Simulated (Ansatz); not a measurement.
Relaxation of HfO$_{2}$

Computed with DFT r2SCAN, scalar-relativistic, plane waves, PAW in Ansatz. Run with 500 eV cutoff, 6×6×8 k-mesh, Gaussian smearing of 0.02 eV, no spin polarisation.

What was changed: relaxed at 1 GPa.

Spin–orbit coupling is left out, which can shift energies with elements as heavy as these.

Command:

```bash
ansatz run input.yaml --threads 1 --pin off --max-ram 2560MiB --backend cpu --events-out ev --progress --plain --runs-dir out
```

Input:

```yaml
crystal:
  lattice:
    - [4.8223591926, 0.0, 0.0]
    - [0.0, 4.8223591926, 0.0]
    - [0.0, 0.0, 3.2098017253]
  atoms:
    - { symbol: Hf, position: [0.0, 0.0, 0.0] }
    - { symbol: Hf, position: [0.5, 0.5, 0.5] }
    - { symbol: O, position: [0.194919183, 0.805080817, 0.5] }
    - { symbol: O, position: [0.305080817, 0.305080817, 0.0] }
    - { symbol: O, position: [0.694919183, 0.694919183, 0.0] }
    - { symbol: O, position: [0.805080817, 0.194919183, 0.5] }
basis:
  ecutwfc: 500
kpoints:
  mp_grid: { grid: [6, 6, 8] }
hamiltonian:
  xc: r2scan
scf:
  occupations: { method: gaussian, width: 0.02 }
output:
  forces: true
  stress: true
  eigenvalues: true
  write_density: true
  write_potential: true
  elf: true
  volumetric_format: npy
relax:
  adjacent_minimum: "off"
  f_tol: 0.008
  max_steps: 50
  cell: { stress_tol: 0.08, p_target: 1.0 }
```

F is the free energy. Steps run on the plane waves of an earlier cell, but the last one, and at times one on the way, on a freshly chosen basis, so a repeated geometry can differ a little in energy. The relaxation lowers the enthalpy F + PV at the target pressure, so F itself can rise.

Steps:

```csv
step,F − F(1) (eV),largest force component (eV/Å),V (Å³/atom),P (GPa)
1,0.0000,0.024,12.441,2.35
2,-0.0046,0.006,12.524,0.70
3,-0.0042,0.001,12.510,0.98
4,-0.0044,0.001,12.510,0.98
```

Relaxed structure:

```xyz
6
Lattice="4.8308 0.0000 0.0000 0.0000 4.8308 0.0000 0.0000 0.0000 3.2164" Properties=species:S:1:pos:R:3 pbc="T T T"
Hf    0.0000    0.0000    0.0000
Hf    2.4154    2.4154    1.6082
O     0.9420    3.8888    1.6082
O     1.4734    1.4734    0.0000
O     3.3574    3.3574    0.0000
O     3.8888    0.9420    1.6082
```

It takes space group P4_2/mnm (No. 136, tetragonal). The conventional cell has a = 4.831 Å, b = 4.831 Å, c = 3.216 Å, α = 90.00°, β = 90.00°, γ = 90.00°. Around Hf (site symmetry mmm) lie 6 O at 2.08 to 2.09 Å. O (site symmetry m2m) is surrounded by 3 Hf at 2.08 to 2.09 Å.

The run converged. Time: 2.6 min on 1 thread of AMD EPYC (Zen 3), with other jobs on the host, peak memory 0.63 GiB.